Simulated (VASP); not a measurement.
Input:

```
CELL_PARAMETERS angstrom
      0.00000     2.98500     2.98500
      2.98500     0.00000     2.98500
      2.98500     2.98500     0.00000
ATOMIC_POSITIONS crystal
  Na 0.00000 0.00000 0.00000
  Br 0.50000 0.50000 0.50000
```

The numbers are results of LDA (Ceperley-Alder, Perdew-Zunger), VASP's LDA PAW potentials (set 64) (plane waves; VASP), not measurements. Settings: 520 eV cut-off, 7×7×7 Γ-centred mesh, Gaussian smearing of 0.050 eV, potentials Na_pv Br.

Energy and stress use the plane-wave basis of the starting cell.

**Question.** The ions, cell shape and volume are relaxed. What does this cell relax into?

**Answer.** 
```
CELL_PARAMETERS angstrom
      0.00000     2.89432     2.89432
      2.89432     0.00000     2.89432
      2.89432     2.89432     0.00000
ATOMIC_POSITIONS crystal
  Na 0.00000 0.00000 0.00000
  Br 0.50000 0.50000 0.50000
```
Space group Fm-3m (225), at a tolerance of 0.03 Å.

**Question.** How do energy and volume change from the first to the last step?

**Answer.** The energy (σ→0) changes by -16.0 meV/atom and the volume by -8.8 %, in 4 ionic steps.

The compound is NaBr in the rock salt structure. This run relaxes it. Symmetry was kept, so distortions that lower it aren't found.
